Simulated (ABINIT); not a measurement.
Input of an ABINIT 10.8.3 (patched build) run:

run.abi

```
# Pseudopotentials
pp_dirpath "./"
pseudos "Mo.GGA_PBE-ansatz.xml, S.GGA_PBE-ansatz.xml"

# Structure
acell 12.122417568 12.122417568 12.122417568
rprim
     0.2463013058     0.1422021252     0.9587044499
    -0.2463013058     0.1422021252     0.9587044499
     0.0000000000    -0.2844042504     0.9587044499
ntypat 2
znucl 42 16
natom 3
typat 1 2 2
xred
     0.0000000000     0.0000000000     0.0000000000
     0.4170000000     0.4170000000     0.4170000000
     0.2500000000     0.2500000000     0.2500000000

# Plane-wave basis
ecut 12.0
pawecutdg 24.0
pawxcdev 0
pawovlp 30

# k points
kptopt 1
ngkpt 8 8 8
nshiftk 1
shiftk 0.0 0.0 0.0

# Exchange and correlation
ixc -116133

# Bands and occupations
nband 17
occopt 3
tsmear 0.05 eV

# SCF cycle
nstep 100
tolvrs 1.0e-9

# Output
iomode 3
prtwf 0
prteig 0
prtebands 0
enunit 2
prtden 1
prtvha 1
prtvclmb 1
prtpot 1
```

Potentials or basis: Ansatz PAW PBE default generated set, frozen core.

The run is started by

```bash
$ mpirun --bind-to none -np 4 abinit run.abi > log 2>&1
```

Question: What does it give for the band gap on the k mesh?

Answer: 0.98 eV, indirect (least direct gap 2.03 eV).

Question: Predict the largest force.

Answer: 0.272 eV/Å.

Forces on the atoms (eV/Å):
```
Mo   0.000  0.000  0.086
S    0.000  0.000  0.186
S    0.000  0.000 -0.272
```

Caveat: the PAW data sets were made with another functional, which shifts forces and pressure a little; the atomic spheres overlap. PBEsol gaps usually lie below the measured ones, often by a third to a half.
